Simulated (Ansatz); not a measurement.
# What a trial cell of Cr relaxes into

Theory: Ansatz 0.2.0, DFT r2SCAN, scalar-relativistic, plane waves, PAW. Cutoff 500 eV, Γ-centred k mesh, Gaussian smearing, no spin polarisation in the final step.

Cr was placed on the beta-tin structure type (I4_1/amd, No. 141), at a guessed volume.

```yaml
crystal:
  lattice:
    - [-2.30903, 2.30903, 1.25962]
    - [2.30903, -2.30903, 1.25962]
    - [2.30903, 2.30903, -1.25962]
  atoms:
    - { symbol: Cr, position: [0.00000, 0.00000, 0.00000] }
    - { symbol: Cr, position: [0.75000, 0.25000, 0.50000] }
```

Cell and atoms relax at zero pressure; the relaxation can't lower the symmetry of the start. After a coarse first stage the cell is made exact in the group found at 0.06 Å.

Energies count from the standard state of Cr at the same level.

(1) What does it relax into?

(2) What are its volume, energy, density and gap?

Answers

(1) It keeps I4_1/amd (No. 141). The result has the beta-tin structure. Conventional cell: a = 4.449 Å, c = 2.438 Å. Around Cr lie 6 Cr at 2.31–2.44 Å.

```xyz
2
Lattice="-2.2243 2.2243 1.2188 2.2243 -2.2243 1.2188 2.2243 2.2243 -1.2188" Properties=species:S:1:pos:R:3 pbc="T T T"
Cr    0.0000    0.0000    0.0000
Cr    0.0000    2.2243    0.6094
```

(2) The volume per atom is 12.06 Å³ and the density is 7.16 g/cm³. The energy over the standard structure is 1.04 eV/atom and the gap on the 26×26×26 mesh is 0 eV (a metal).

The final run used a 26×26×26 mesh on its 2-atom cell and 0.10 eV smearing. The k mesh leaves about 4 meV/atom of noise in metals. A structure relaxed within its symmetry needn't be a true minimum. The steps took roughly 6 core-minutes in all.